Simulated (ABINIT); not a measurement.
Crystal: GaSb.

```xyz
2
Lattice="0.0000 3.0590 3.0590 3.0590 0.0000 3.0590 3.0590 3.0590 0.0000" Properties=species:S:1:pos:R:3 pbc="T T T"
Sb    4.5885    4.5885    4.5885
Ga    0.0000    0.0000    0.0000
```

Base run:

- Program: ABINIT 10.8.3 (patched build)
- Functional: revPBE
- Potentials or basis: JTH PAW PBE v2.0 sp
- Cutoff: 544 eV
- k mesh: 8 × 8 × 8
- Occupations: fermi-dirac, width 0.05 eV
- Spin: no spin polarisation

Its results: band gap on the k mesh 0.16 eV, direct; pressure 3.6 GPa.

**Question.** After a change of settings the same cell gave: band gap on the k mesh none (metal or under the smearing width); pressure 2.7 GPa. Which change was it?
A. functional from revPBE to LDA-Teter; potentials or basis from JTH PAW PBE v2.0 sp to JTH PAW LDA v2.0 sp
B. functional from revPBE to BP86
C. functional from revPBE to HLE16
D. functional from revPBE to BLYP

**Answer.** B.

Caveats: the PAW data sets were made with another functional, which shifts forces and pressure a little; spin-orbit coupling is left out, which moves the levels of the heavy elements; this set keeps more shells in the core, which shifts pressures and gaps; this crystal is a semiconductor, whose small gap the functional closes, so the metal is an error of the method (some runs).

The runs don't all hold the same shells in valence.

Runs at the PBE level aren't shown here.
